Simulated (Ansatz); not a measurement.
# H-BN-H chair monolayer in a perpendicular field

What dipole does a perpendicular field induce in the H-BN-H chair monolayer, and does the gap follow? A positive field points along +c.

Main program and level: Ansatz 0.2.0; plane-wave DFT, PBE-D3(BJ), Ansatz PAW, in the first sound run; inputs show where later runs differ.

**1. The starting structure**

The cell holds 4 atoms: 2 H, 1 N and 1 B. Cell: a = 2.557 Å, b = 2.557 Å, c = 36.387 Å, α = 90.0°, β = 90.0°, γ = 120.0°. Vacuum lies along c.

**2. Relaxing the slab**

The starting cell is a guess, so the in-plane lattice and the atoms are relaxed first, with the slab cut off from its images along the normal.

input.yaml

```yaml
crystal:
  lattice:
    - [2.5575, 0.0, 0.0]
    - [-1.27875, 2.2148599702, 0.0]
    - [0.0, 0.0, 36.3866666671]
  atoms:
    - { symbol: H, position: [0.6666666667, 0.3333333333, 0.4630817149] }
    - { symbol: "N", position: [0.6666666667, 0.3333333333, 0.4911139612] }
    - { symbol: B, position: [0.3333333333, 0.6666666667, 0.5053133016] }
    - { symbol: H, position: [0.3333333333, 0.6666666667, 0.5369182851] }
  periodic: [true, true, false]
kpoints:
  mp_grid: { grid: [12, 12, 1] }
hamiltonian:
  xc: pbe
  dispersion: d3bj
scf:
  occupations: { method: fermi_dirac, width: 0.05 }
  convergence: { dr2_threshold: 1.0e-09 }
relax:
  f_tol: 0.004
  max_steps: 90
  cell: {}
output:
  write_potential: true
  write_density: true
  volumetric_format: npy
```

Command:

```
> ansatz run input.yaml --threads 2 --pin off --max-ram 3072MiB --backend cpu --events-out ev --progress --plain --runs-dir out
```

Numbers of over 12 decimals in the logs are rounded to 6 here.

Output:

```text
Warning: relax.cell: scf.convergence.dr2_threshold = 1e-9 eV is looser than the 2.48522053116e-10 eV advised for a relaxation that steers and ends on the stress (1e-10 eV for each atom of the cell: 4, times the square of relax.cell.stress_2d_tol = 0.05 N/m over 12.7 Å (the atoms' height at the walk's start and 5 Å past either face), 3.941e-2 GPa, over a crystal's default 0.05). What an SCF threshold leaves in a stress goes as its square root, and in the free energy as the threshold itself, and one threshold admits the most on a small cell: [figures from the program's tests cut] Set scf.convergence.dr2_threshold to 2.48522053116e-10 eV or tighter. [rest of the remark cut]
Engine: ansatz 0.2.0, x86_64-unknown-linux-gnu
Pseudopotentials: kind: paw
Pseudopotential: H, paw, valence charge 1, recommended cutoff 420 eV (normal), H.paw.azcp
Pseudopotential: N, paw, valence charge 5, recommended cutoff 420 eV (normal), N.paw.azcp
Pseudopotential: B, paw, valence charge 3, recommended cutoff 420 eV (normal), B.paw.azcp
Functional definition: PBE
  parameter kappa = 0.804
  parameter beta = 0.066725
  exchange = pbe_x(kappa = kappa, mu = beta*pi^2/3)
  correlation = pbe_c(beta = beta)
Crystal: 4 atoms, lattice volume = 206.112 Å³
Basis set: ecut = 420 eV, 4111 PW (Γ), exchange–correlation on 36×36×500 points (8 copies of the dense FFT grid, shifted against one another)
Bands: 9, of which v1, the nominal top of the filled ones, is band 5 counted from 1 (4 counted from 0)
Symmetry: 6 space group operations
Space group: P3m1 (ITA 156), of the structure as read, at distance tolerance 5.9e-5 Å
k-points: 19 of 144 (time reversal used)
Non-local potential: H, projectors of the file, l = 0: 2, l = 1: 1
Non-local potential: N, projectors of the file, l = 0: 2, l = 1: 2, l = 2: 1
Non-local potential: B, projectors of the file, l = 0: 2, l = 1: 2, l = 2: 1
PAW form: soft (Blöchl's): semilocal exchange-correlation on the pseudo side does not see the compensation charge
PAW one-centre angular grid: H, 110 points (default); XC on 64 Gauss nodes
PAW one-centre angular grid: N, 110 points (default); XC on 64 Gauss nodes
PAW one-centre angular grid: B, 110 points (default); XC on 64 Gauss nodes
Initial density: superposition of atomic densities (neutral atoms: chi_scale 0, normalization atom), corrected by the library's trained network
Initial wavefunctions: pseudopotential atomic-orbital guess
Functional: x = pbe(κ = 0.804, μ = 0.219515), c = pbe(β = 0.066725)
SCF iter   1: F=—  HF=-573.982753 eV  |F-HF|=—  |Δ(HF+E_count)|=         —  Δρ=4.28e-3  dr2=2.84e-2  ethr=1.77e-3  ⟨swp⟩=9.5  Hψ=1814  notcnv=0
preconditioner: auto → Resta (q_TF=auto, 1.648 Å⁻¹)  ε∞=1.3  [insulator: Δε(μ)=2.748 eV  Ē_g=14.069 eV  σ=0.050 eV  W_gap=1.00  n_scr=18 (ndim 8)  ℏωp=8.2 eV  f_vac=0.820  D(μ)=0.00/eV (n_scr^D=0)  ε∞_Penn≈1.3  vacuum switching on, ρ_ref=1.4e-2 e/Å³]
SCF iter   2: F=—  HF=-573.980729 eV  |F-HF|=—  |Δ(HF+E_count)|=   2.02e-3  Δρ=1.57e-3  dr2=5.89e-3  ethr=2.84e-4  ⟨swp⟩=2.8  Hψ=489  notcnv=0
SCF iter   3: F=—  HF=-573.980762 eV  |F-HF|=—  |Δ(HF+E_count)|=   3.28e-5  Δρ=9.71e-4  dr2=1.91e-3  ethr=5.89e-5  ⟨swp⟩=3.4  Hψ=386  notcnv=0
SCF iter   4: F=—  HF=-573.980658 eV  |F-HF|=—  |Δ(HF+E_count)|=   1.04e-4  Δρ=1.57e-4  dr2=1.65e-4  ethr=1.91e-5  ⟨swp⟩=2.8  Hψ=351  notcnv=0
SCF iter   5: F=—  HF=-573.980628 eV  |F-HF|=—  |Δ(HF+E_count)|=   2.99e-5  Δρ=6.32e-5  dr2=4.84e-6  ethr=1.65e-6  ⟨swp⟩=2.9  Hψ=351  notcnv=0
SCF iter   6: F=—  HF=-573.980605 eV  |F-HF|=—  |Δ(HF+E_count)|=   2.32e-5  Δρ=1.86e-5  dr2=4.33e-7  ethr=4.84e-8  ⟨swp⟩=2.9  Hψ=320  notcnv=0
SCF iter   7: F=—  HF=-573.980574 eV  |F-HF|=—  |Δ(HF+E_count)|=   3.12e-5  Δρ=3.50e-6  dr2=1.34e-8  ethr=4.33e-9  ⟨swp⟩=2.5  Hψ=285  notcnv=0
SCF iter   8: F=-573.980574 eV  HF=-573.980574 eV  |F-HF|=3.54e-9  |Δ(HF+E_count)|=   2.71e-8  Δρ=5.64e-7  dr2=3.83e-10  ethr=1.00e-11  ⟨swp⟩=8.9  Hψ=1284  notcnv=0
SCF 1 converged in 8 iterations: F = -573.980574 eV  dr2 = 3.83e-10
  greatest PAW one-centre occupation: 0.795 electrons in one spin orbital (limit 2), on the N atom at site 1 (counted from 0), in its partial waves of l = 0
relax step   1: F+E_penalty+E_count = -573.98057358 eV  Δ(F+E_penalty+E_count) = +0.000e0 eV  max|allowed force component| = 1.232e0 eV/Å  Δτ_max = 0.0000 Å  P = +2.316 N/m  Ω = 206.112 Å³  fix = [c, alpha, beta]  reactions: c +0.000 N/m  (8 SCF iters, accepted)
Crystal: 4 atoms, lattice volume = 208.240 Å³
Basis set: ecut = 420 eV, 4147 PW (Γ), exchange–correlation on 36×36×500 points (8 copies of the dense FFT grid, shifted against one another)
Initial density: handed on by an earlier stage of this run
Initial wavefunctions: those handed on with the density
iter 1 solved again at ethr=1.28e-4 eV; its pass at ethr=3.10e-3 eV (dr2=1.28e-2 eV) is discarded
SCF iter   1: F=—  HF=-574.017417 eV  |F-HF|=—  |Δ(HF+E_count)|=         —  Δρ=2.47e-3  dr2=1.19e-2  ethr=1.28e-4  ⟨swp⟩=2.1  Hψ=1742  notcnv=0
preconditioner: auto → Resta (q_TF=auto, 1.645 Å⁻¹)  ε∞=1.4  [insulator: Δε(μ)=2.647 eV  Ē_g=13.637 eV  σ=0.050 eV  W_gap=1.00  n_scr=18 (ndim 8)  ℏωp=8.1 eV  f_vac=0.841  D(μ)=0.00/eV (n_scr^D=0)  ε∞_Penn≈1.4  vacuum switching on, ρ_ref=1.3e-2 e/Å³]
SCF iter   2: F=—  HF=-574.014269 eV  |F-HF|=—  |Δ(HF+E_count)|=   3.15e-3  Δρ=8.31e-4  dr2=1.58e-3  ethr=1.19e-4  ⟨swp⟩=2.6  Hψ=344  notcnv=0
SCF iter   3: F=—  HF=-574.014036 eV  |F-HF|=—  |Δ(HF+E_count)|=   2.33e-4  Δρ=4.30e-4  dr2=4.39e-4  ethr=1.58e-5  ⟨swp⟩=2.9  Hψ=302  notcnv=0
SCF iter   4: F=—  HF=-574.013966 eV  |F-HF|=—  |Δ(HF+E_count)|=   6.91e-5  Δρ=1.24e-4  dr2=2.15e-5  ethr=4.39e-6  ⟨swp⟩=2.6  Hψ=257  notcnv=0
SCF iter   5: F=—  HF=-574.013944 eV  |F-HF|=—  |Δ(HF+E_count)|=   2.19e-5  Δρ=3.59e-5  dr2=1.79e-6  ethr=2.15e-7  ⟨swp⟩=2.7  Hψ=294  notcnv=0
SCF iter   6: F=—  HF=-574.013947 eV  |F-HF|=—  |Δ(HF+E_count)|=   2.64e-6  Δρ=9.41e-6  dr2=1.36e-7  ethr=1.79e-8  ⟨swp⟩=2.3  Hψ=266  notcnv=0
SCF iter   7: F=—  HF=-574.013917 eV  |F-HF|=—  |Δ(HF+E_count)|=   3.04e-5  Δρ=1.32e-6  dr2=2.05e-9  ethr=1.36e-9  ⟨swp⟩=2.8  Hψ=309  notcnv=0
SCF iter   8: F=-574.013917 eV  HF=-574.013917 eV  |F-HF|=6.64e-11  |Δ(HF+E_count)|=   4.05e-9  Δρ=2.83e-7  dr2=1.13e-10  ethr=1.00e-11  ⟨swp⟩=9.8  Hψ=1023  notcnv=0
SCF 2 converged in 8 iterations: F = -574.013917 eV  dr2 = 1.13e-10
  greatest PAW one-centre occupation: 0.794 electrons in one spin orbital (limit 2), on the N atom at site 1 (counted from 0), in its partial waves of l = 0
[...]
preconditioner: auto → Resta (q_TF=auto, 1.643 Å⁻¹)  ε∞=1.4  [insulator: Δε(μ)=2.735 eV  Ē_g=13.636 eV  σ=0.050 eV  W_gap=1.00  n_scr=18 (ndim 8)  ℏωp=8.1 eV  f_vac=0.841  D(μ)=0.00/eV (n_scr^D=0)  ε∞_Penn≈1.4  vacuum switching on, ρ_ref=1.3e-2 e/Å³]
SCF iter   2: F=—  HF=-574.018491 eV  |F-HF|=—  |Δ(HF+E_count)|=   1.05e-3  Δρ=4.49e-4  dr2=5.54e-4  ethr=4.03e-5  ⟨swp⟩=2.7  Hψ=321  notcnv=0
SCF iter   3: F=—  HF=-574.018397 eV  |F-HF|=—  |Δ(HF+E_count)|=   9.44e-5  Δρ=2.27e-4  dr2=1.19e-4  ethr=5.54e-6  ⟨swp⟩=2.9  Hψ=304  notcnv=0
SCF iter   4: F=—  HF=-574.018380 eV  |F-HF|=—  |Δ(HF+E_count)|=   1.67e-5  Δρ=8.14e-5  dr2=8.49e-6  ethr=1.19e-6  ⟨swp⟩=2.8  Hψ=248  notcnv=0
SCF iter   5: F=—  HF=-574.018362 eV  |F-HF|=—  |Δ(HF+E_count)|=   1.85e-5  Δρ=2.35e-5  dr2=7.26e-7  ethr=8.49e-8  ⟨swp⟩=2.7  Hψ=298  notcnv=0
SCF iter   6: F=—  HF=-574.018328 eV  |F-HF|=—  |Δ(HF+E_count)|=   3.36e-5  Δρ=5.86e-6  dr2=4.33e-8  ethr=7.26e-9  ⟨swp⟩=2.5  Hψ=287  notcnv=0
SCF iter   7: F=-574.018328 eV  HF=-574.018328 eV  |F-HF|=1.26e-9  |Δ(HF+E_count)|=   5.34e-8  Δρ=8.46e-7  dr2=9.06e-10  ethr=1.00e-11  ⟨swp⟩=8.9  Hψ=1249  notcnv=0
SCF 3 converged in 7 iterations: F = -574.018328 eV  dr2 = 9.06e-10
  greatest PAW one-centre occupation: 0.793 electrons in one spin orbital (limit 2), on the N atom at site 1 (counted from 0), in its partial waves of l = 0
relax step   3: F+E_penalty+E_count = -574.01832820 eV  Δ(F+E_penalty+E_count) = -4.411e-3 eV  max|allowed force component| = 3.329e-2 eV/Å  Δτ_max = 0.0124 Å  P = +0.131 N/m  Ω = 209.967 Å³  energy of the carried Pulay correction = -2.080e-3 eV  fix = [c, alpha, beta]  reactions: c +0.000 N/m  (7 SCF iters, accepted)
[...]
relax step   4: F+E_penalty+E_count = -574.01826869 eV  Δ(F+E_penalty+E_count) = +5.951e-5 eV  max|allowed force component| = 3.368e-3 eV/Å  Δτ_max = 0.0013 Å  P = +0.011 N/m  Ω = 210.180 Å³  energy of the carried Pulay correction = -2.194e-3 eV  fix = [c, alpha, beta]  reactions: c +0.000 N/m  (6 SCF iters, accepted)
[...]
relax step   5: F+E_penalty+E_count = -574.02063376 eV  Δ(F+E_penalty+E_count) = -2.365e-3 eV  max|allowed force component| = 4.801e-3 eV/Å  Δτ_max = 0.0000 Å  P = +0.080 N/m  Ω = 210.180 Å³  fix = [c, alpha, beta]  reactions: c +0.000 N/m  stress off target by 8.01e-2 N/m on what of the cell is left free  SCF on the basis re-selected at this cell (its energy is not comparable with the rows above)  (7 SCF iters)
[...]
relax step   6: F+E_penalty+E_count = -574.02056358 eV  Δ(F+E_penalty+E_count) = +7.018e-5 eV  max|allowed force component| = 3.555e-3 eV/Å  Δτ_max = 0.0001 Å  P = +0.004 N/m  Ω = 210.331 Å³  energy of the carried Pulay correction = -8.080e-5 eV  fix = [c, alpha, beta]  reactions: c +0.000 N/m  (6 SCF iters, accepted)
iter 1 solved again at ethr=3.22e-7 eV; its pass at ethr=3.10e-3 eV (dr2=3.22e-5 eV) is discarded
SCF iter   1: F=—  HF=-574.020676 eV  |F-HF|=—  |Δ(HF+E_count)|=         —  Δρ=1.52e-6  dr2=8.20e-10  ethr=3.22e-7  ⟨swp⟩=4.4  Hψ=2414  notcnv=0
eigensolver tolerance schedule: the retry pair's looser diagonalisation over-reported the residual by 39214.65 of it (diagonalisation noise at an unbounded share of the residual, at the tolerance the schedule requests for it); recorded, not acted on — ethr = c·dr2/N_el stays at c = 1.0e-1
preconditioner: auto → Resta (q_TF=auto, 1.642 Å⁻¹)  ε∞=1.3  [insulator: Δε(μ)=2.845 eV  Ē_g=13.740 eV  σ=0.050 eV  W_gap=1.00  n_scr=18 (ndim 8)  ℏωp=8.1 eV  f_vac=0.841  D(μ)=0.00/eV (n_scr^D=0)  ε∞_Penn≈1.3  vacuum switching on, ρ_ref=1.4e-2 e/Å³]
SCF iter   2: F=—  HF=-574.020623 eV  |F-HF|=—  |Δ(HF+E_count)|=   5.31e-5  Δρ=7.60e-7  dr2=3.51e-10  ethr=8.20e-12  ⟨swp⟩=17.8  Hψ=1734  notcnv=0
SCF iter   3: F=-574.020623 eV  HF=-574.020623 eV  |F-HF|=1.20e-10  |Δ(HF+E_count)|=  4.47e-10  Δρ=3.60e-7  dr2=6.27e-11  ethr=3.51e-12  ⟨swp⟩=6.2  Hψ=964  notcnv=0
SCF 7 converged in 3 iterations: F = -574.020623 eV  dr2 = 6.27e-11
relax step   7: F+E_penalty+E_count = -574.02062258 eV  Δ(F+E_penalty+E_count) = -5.900e-5 eV  max|allowed force component| = 3.586e-3 eV/Å  Δτ_max = 0.0000 Å  P = +0.005 N/m  Ω = 210.331 Å³  fix = [c, alpha, beta]  reactions: c +0.000 N/m  stress off target by 4.70e-3 N/m on what of the cell is left free  SCF on the basis re-selected at this cell (its energy is not comparable with the rows above)  (3 SCF iters)
basis re-selected at this cell: Δ(F+E_penalty+E_count) = -5.900e-5 eV, ΔP = +0.001 N/m vs the last step (what re-selecting the basis moved, of the pressure what is left beyond the Pulay correction that the steps carried, after the strain that the cell walked since its last selection, with what the two solves' SCF thresholds leave and, on support functions, any second-order correction that the steps lacked; it is no m [...]
WARN: The output density's exchange-correlation potential varies sharply where the density is thin. Do not read a vacuum level from v_tot or v_xc, or from such a field of the output density. On a cell that repeats whose density bears no net charge and no dipole along the vacuum's axis use v_es (v_loc + v_h of the components); under efield.dipole_correction with no amplitude use v_es + v_field, which holds any externa [...]
SCF converged after 3 iterations
Free energy (F): -574.020623 eV
Harris-Foulkes:  -574.020623 eV  (|F-HF|=1.20e-10)
Internal energy: -574.020623 eV  (E = F + TS)
E sigma→0 (E₀):  -574.020623 eV
Fermi energy:    -4.542939 eV
--- Per-component energies (eV) ---
  E_band       = -121.284071
  E_kinetic    = 211.447446
  E_local      = -13136.722264  (includes V_loc(G=0)·N_el)
  E_nonlocal   = 60.328376
  E_hartree    = 6452.911110
  E_xc         = -110.726230
  E_vxc        = -138.371527  (∫ρ·V_xc dr)
  E_paw        = -207.526887  (= ΣΔE_a)
  E_vpaw       = -23.785678  (= ΣTr[D̂ρ^β])
  E_aug_tail   = -0.002594  (compensation charges beyond the density's cutoff)
  E_ewald      = 6156.543263
  E_disp       = -0.272843  (pairwise vdW)
  E_smearing   = -0.000000  (= −TS)
  E_closure    = -0.000000  (closes the sum)
  Σ components = -574.020623   (vs F -574.020623, Δ=0.00e0)
--- Forces (eV/Å), atoms counted from 1 ---
  atom   1  H      0.00000000     0.00000000    -0.00038878
  atom   2  N     -0.00000000     0.00000000    -0.00193872
  atom   3  B      0.00000000     0.00000000     0.00358436
  atom   4  H      0.00000000    -0.00000000    -0.00126159
  max |Σ_I F_I| component: 4.73e-6 eV/Å
--- 2D stress c σ (N/m, compression-positive) ---
        0.004698      -0.000000      -0.000000
       -0.000000       0.004698      -0.000000
       -0.000000      -0.000000       0.000000
  P = ½ c Tr σ = 0.0047 N/m
--- Band table (eV; the first three rows and the last of 19) ---
  k-point 0: bands = ["-23.5164", "-14.2290", "-7.6736", "-5.9792", "-5.9792", "-3.1346 (-3.1346°)", "-2.0714", "-1.5125", "-0.6581"]
  k-point 1: bands = ["-23.3887", "-14.1075", "-7.5863", "-6.5948", "-6.1880", "-2.9637 (-2.9637°)", "-1.8660", "-1.3116", "-0.4595"]
  k-point 2: bands = ["-23.0152", "-13.7588", "-8.1411", "-7.2804", "-6.7045", "-2.4614 (-2.4614°)", "-1.2498", "-0.7097", "0.1349"]
  k-point 18: bands = ["-20.3009", "-12.4851", "-11.8883", "-11.0715", "-6.4096", "2.8900", "3.5105", "4.9921", "6.1689"]
  ° read free of the cell's end (the report's vacuum.weakly_bound_levels)
--- Relaxed structure (5 steps of the walk, 5 accepted, 2 SCFs on fresh bases) ---
  F+E_penalty+E_count = -574.02062258 eV   max|allowed force component| = 3.586e-3 eV/Å   (the final SCF, on the basis selected at the relaxed cell)
  cell:  # Å, volume = 210.3305 Å³
    - [2.583537, 0, 0]
    - [-1.291769, 2.237409, 0]
    - [0, 0, 36.3866666671]
  atoms:
    - { symbol: H, position: [0.666667, 0.333333, 0.462472] }
    - { symbol: N, position: [0.666667, 0.333333, 0.490892] }
    - { symbol: B, position: [0.333333, 0.666667, 0.505075] }
    - { symbol: H, position: [0.333333, 0.666667, 0.537988] }
```

Elapsed: 13 s, on 2 threads of AMD EPYC 7B13 (Zen 3), shared host; peak memory 0.47 GiB; 25 s of CPU time.

The steps of the relaxation:

```csv
step,energy less that of the first step (eV),largest force component (eV/Å),volume (Å³)
1,0.0000,1.2322,206.11
2,-0.0333,0.3875,208.24
3,-0.0378,0.0333,209.97
4,-0.0377,0.0034,210.18
5*,-0.0401,0.0048,210.18
6,-0.0400,0.0036,210.33
7*,-0.0400,0.0036,210.33
```

Relaxation steps marked * repeat the geometry before them on a plane-wave basis chosen anew for their cell, so energy and pressure can jump there.

The run keeps the 6 symmetry operations that it works with, so distortions that break them were not tested.

```csv
cell as run,before,after,change
a (Å),2.557,2.584,+1.0 %
b (Å),2.557,2.584,+1.0 %
```

The atoms that moved most (Å, along periodic axes as changes of fractional coordinates times the final cell, across vacuum about the mean position):

```csv
atom,dx,dy,dz,length
H4,0.000,0.000,0.039,0.039
H1,0.000,0.000,-0.022,0.022
B3,0.000,0.000,-0.009,0.009
N2,0.000,0.000,-0.008,0.008
```

Final coordinates:

```xyz
4
Lattice="2.5835 0.0000 0.0000 -1.2918 2.2374 0.0000 0.0000 0.0000 36.3867" Properties=species:S:1:pos:R:3
H     1.2918    0.7458   16.8278
N     1.2918    0.7458   17.8619
B     0.0000    1.4916   18.3780
H     0.0000    1.4916   19.5756
```

Numbers from this step:

| Property | Result |
| --- | --- |
| gap on the k-mesh | 2.845 eV |

The lattice constant a goes from 2.557 to 2.584 Å.

(Part 1 of 4 ends here.)

[Logs are printed without paths, hosts, clocks, repeated set-up lines and the standing remarks that a program may print on its own settings, such as how far it seeks lower states.]

[Hosts, paths, dates, database ids (printed as entryN), source tags and the programs' standing remarks are cut or masked in the printed files.]

[Maps of the electrostatic potential energy from Ansatz leave out the sawtooth potential of an applied field or a dipole correction, so their vacuum need not be flat; planar profiles and work functions include it.]
